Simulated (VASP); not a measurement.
## N: equation of state with PBE

N:

```
N
1.0
     5.81510    0.00000    0.00000
     0.00000    5.81510    0.00000
     0.00000    0.00000    5.81510
N
8
Direct
  0.04586 0.45414 0.54586
  0.45414 0.54586 0.04586
  0.54586 0.04586 0.45414
  0.95414 0.95414 0.95414
  0.93610 0.56390 0.43610
  0.56390 0.43610 0.93610
  0.43610 0.93610 0.56390
  0.06390 0.06390 0.06390
```

```json
{
  "Program": "VASP 6.6.1",
  "Task": "equation of state",
  "Functional": "PBE",
  "Potentials or basis": "VASP PAW PBE potentials, release 64 (N)",
  "Cutoff": "520 eV",
  "k mesh": "5 × 5 × 5",
  "Occupations": "fermi-dirac, width 0.05 eV",
  "Spin": "no spin polarisation",
  "Further INCAR settings": "ALGO = Normal; EDIFF = 1e-07; NBANDS = 30"
}
```

The equilibrium volume is 25.16 Å³/atom. The bulk modulus at fixed shape and positions is 67 GPa and the pressure derivative of the bulk modulus is 3.8.

Energy against volume, from the lowest point:
```
volume (Å³/atom)  energy (meV/atom)
          23.105              40.22
          23.597              22.44
          24.088              10.16
          24.580               2.81
          25.072               0.00
          25.563               1.30
          26.055               6.33
```

All runs of the series together: 7 min on 1 thread of Intel(R) Xeon(R) Platinum 8488C (Sapphire Rapids), on a shared host.

Caveat: the standard files for N, O and F lose accuracy on very short bonds; the cell was scaled at fixed shape and fractional positions, which overstates the stiffness of a crystal with free parameters, most of all of layers and chains.
